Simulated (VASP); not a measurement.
# Te2Mo: relaxation of cell and atoms with r2SCAN

Crystal: Te2Mo.

```xyz
6
Lattice="3.5636 0.0000 0.0000 -1.7818 3.0861 0.0000 0.0000 0.0000 14.7427" Properties=species:S:1:pos:R:3 pbc="T T T"
Te    0.0000    2.0574    9.2659
Te    1.7818    1.0287    1.8945
Te    0.0000    2.0574   12.8481
Te    1.7818    1.0287    5.4768
Mo    0.0000    2.0574    3.6857
Mo    1.7818    1.0287   11.0570
```

```yaml
Program: VASP 6.6.1
Task: relaxation of cell and atoms
Functional: r2SCAN
Potentials_or_basis: VASP PAW PBE potentials, release 64 (Te, Mo_sv)
Cutoff: 600 eV
k_mesh: 9 × 9 × 2
Occupations: gaussian, width 0.03 eV
Spin: no spin polarisation
Further_INCAR_settings: ALGO = Normal; EDIFF = 1e-07; IBRION = 2; EDIFFG = -0.005; NSW = 90; ISIF = 3
```

- Pressure after relaxing: 0.0 GPa
- Largest force after relaxing: 0.004 eV/Å
- Band gap on the k mesh: 1.06 eV, indirect (least direct gap 1.07 eV)

Forces on the atoms (eV/Å):
```
Te   0.000  0.000 -0.004
Te   0.000  0.000 -0.004
Te   0.000  0.000  0.004
Te   0.000  0.000  0.004
Mo   0.000  0.000  0.000
Mo   0.000  0.000  0.000
```

Final structure:
```
CELL_PARAMETERS angstrom
3.56357 0.00000 0.00000
-1.78179 3.08615 0.00000
0.00000 0.00000 14.74266
ATOMIC_POSITIONS crystal
Te 0.33333 0.66667 0.62851
Te 0.66667 0.33333 0.12851
Te 0.33333 0.66667 0.87149
Te 0.66667 0.33333 0.37149
Mo 0.33333 0.66667 0.25000
Mo 0.66667 0.33333 0.75000
```

Levels at points of the mesh, in eV from the valence-band top:
| k point | band 22 | band 23 | band 24 | band 25 | band 26 | band 27 | band 28 | band 29 | band 30 | band 31 |
| --- | --- | --- | --- | --- | --- | --- | --- | --- | --- | --- |
| (0.00, 0.00, 0.00) | -1.07 | -1.07 | -0.78 | -0.72 | 0.00 | 3.06 | 3.06 | 3.12 | 3.12 | 3.34 |
| (0.00, 0.00, 0.50) | -1.07 | -1.07 | -1.07 | -0.15 | -0.15 | 3.08 | 3.08 | 3.08 | 3.08 | 3.40 |

It took 5 min on 2 MPI ranks on Intel(R) Xeon(R) 6975P-C (Granite Rapids), on a shared host, peak memory 0.41 GiB a rank.

Caveat: the relaxation stopped at its first step, so nothing moved; the PAW data sets were made with another functional, which shifts forces and pressure a little; spin-orbit coupling is left out, which moves the levels of the heavy elements; an odd mesh through Γ misses points on the zone boundary, where band edges often lie.
